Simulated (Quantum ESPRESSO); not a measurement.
The system is SiC (Moissanite).

```xyz
4
Lattice="3.0760 0.0000 0.0000 -1.5380 2.6639 0.0000 0.0000 0.0000 5.0480" Properties=species:S:1:pos:R:3 pbc="T T T"
Si    1.5380    0.8880    2.5240
Si    0.0000    1.7759    0.0000
C     1.5380    0.8880    4.4675
C     0.0000    1.7759    1.9435
```

- Program: Quantum ESPRESSO 7.5
- Task: phonons
- Functional: AM05
- Potentials or basis: PseudoDojo 0.4.1 SR PBE standard
- Cutoff: 1116 eV
- Density cutoff: 4463 eV
- k mesh: 6 × 6 × 4, shifted
- Occupations: fermi-dirac, width 0.05 eV
- Spin: no spin polarisation
- Mixing beta: 0.5
- Most SCF iterations: 120
- SCF threshold: 8e-10 Ry

The atoms were relaxed first, and the response was taken there.

The first run showed a gap, so the response started from a second, tighter run with fixed occupations.

Problem. Where do the zone-centre optical modes lie?

Solution. E2 at 251 cm⁻¹ (Raman); B1 at 589 cm⁻¹ (silent); E2 at 763 cm⁻¹ (Raman); A1 at 765 cm⁻¹ (IR and Raman); E1 at 796 cm⁻¹ (IR and Raman); B1 at 828 cm⁻¹ (silent). Polar modes are given without the macroscopic field (transverse values).

Optical modes at Γ, degenerate ones joined, polar ones without the macroscopic field:
```
cm⁻¹  components  symmetry     active in  IR intensity, summed ((D/Å)²/amu)
 251           2        E2         Raman                               0.00
 589           1        B1        silent                               0.00
 763           2        E2         Raman                               0.00
 765           1        A1  IR and Raman                              45.31
 796           2        E1  IR and Raman                              80.04
 828           1        B1        silent                               0.00
```
